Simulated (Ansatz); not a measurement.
Level of theory: DFT PBE, scalar-relativistic, plane waves, PAW in Ansatz. All cells share a 420 eV cutoff and Γ-centred k meshes spaced at most about 0.3 Å⁻¹ (about 0.25 or finer for metals, 2π included). No spin polarisation.

Temperature and zero-point effects are left out.

Compare these two cells of TaAs, each relaxed at this level.

A.

```
Ta As
1.0
    -1.73145    1.73145    5.86729
     1.73145   -1.73145    5.86729
     1.73145    1.73145   -5.86729
Ta As
2 2
Direct
  0.25017 0.75017 0.50000
  0.50017 0.50017 0.00000
  0.83242 0.33243 0.50000
  0.08242 0.08242 0.00000
```

B.

```
Ta As
1.0
     3.41391    0.00000    0.00000
    -1.70695    2.95653    0.00000
     0.00000    0.00000    3.48432
Ta As
1 1
Direct
  0.00000 0.00000 0.50000
  0.66667 0.33333 0.00000
```

Question: Which is lower in energy, and by how much?

Answer: They are level within the accuracy (1 meV/atom apart, with A the lower in these runs). A has space group I4_1md (No. 109), 17.6 Å³/atom and no gap on its mesh; B has the tungsten carbide type, space group P-6m2 (No. 187), 17.6 Å³/atom and no gap. In A, Ta is surrounded by 6 As at 2.62–2.63 Å; As is surrounded by 6 Ta at 2.62–2.63 Å. In B, Ta has 6 As at 2.63 Å; As is surrounded by 6 Ta at 2.63 Å. Origin: A, reached from a Materials Project cell; B, invented. Checks on B: no imaginary mode at Γ (other wave vectors untested).

For metals, differences of a few meV/atom aren't resolved. These runs have no spin–orbit coupling, which can matter for Ta.
